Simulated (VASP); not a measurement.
Wanted: the native input for a VASP 6.6.1 run.

| Quantity | Value |
| --- | --- |
| Task | relaxation of cell and atoms |
| Functional | PBE |
| Potentials or basis | VASP PAW PBE potentials, release 54 (H) |
| Cutoff | 900 eV |
| k mesh | 10 × 10 × 26 |
| Occupations | fermi-dirac, width 0.05 eV |
| Spin | no spin polarisation |
| Further INCAR settings | ALGO = Fast; EDIFF = 1e-07; IBRION = 2; EDIFFG = -0.005; NSW = 60; ISIF = 3 |

The structure of H lies in POSCAR:

```
H
1.0
    2.6496387389      0.0000000000      0.0000000000
    0.0000000000      2.6496387389      0.0000000000
    0.0000000000      0.0000000000      0.9804929200
H
1
Direct
    0.0000000000      0.0000000000      0.5000000000
```

These files were run (other wordings do the same):

INCAR

```
PREC = Accurate
ENCUT = 900
EDIFF = 1E-7
ISMEAR = -1
SIGMA = 0.05
LREAL = F
LASPH = T
NELM = 80
ALGO = Fast
ISIF = 3
LWAVE = F
LCHARG = F
GGA = PE
IBRION = 2
NSW = 60
EDIFFG = -0.005
```

KPOINTS

```
regular mesh
0
Gamma
  10 10 26
```

Potentials or basis: VASP PAW PBE potentials, release 54 (H).

The run is started by

```bash
$ cat potpaw_PBE.54/H/POTCAR > POTCAR
$ mpirun -np 1 vasp_std > vasp.out
```

Results of the run:

The relaxed volume is 11.15 Å³/atom. The relaxed cell is a = 3.363 Å, b = 3.363 Å, c = 0.986 Å, α = 90.00°, β = 90.00°, γ = 90.00°, the space group after relaxing (to 0.05 Å) is P4/mmm (No. 123) and the energy gained by relaxing is 19.1 meV/atom. The ionic steps are 8 and the pressure after relaxing is 0.0 GPa. The band gap on the k mesh is none (metal or under the smearing width).

Caveat: the volume moved by over 15 % at a fixed basis, so the end points are rough.

It took 27 s on 1 thread of AMD EPYC 9R45 96-Core Processor (Zen 5), on a shared host, peak memory 0.1 GiB.
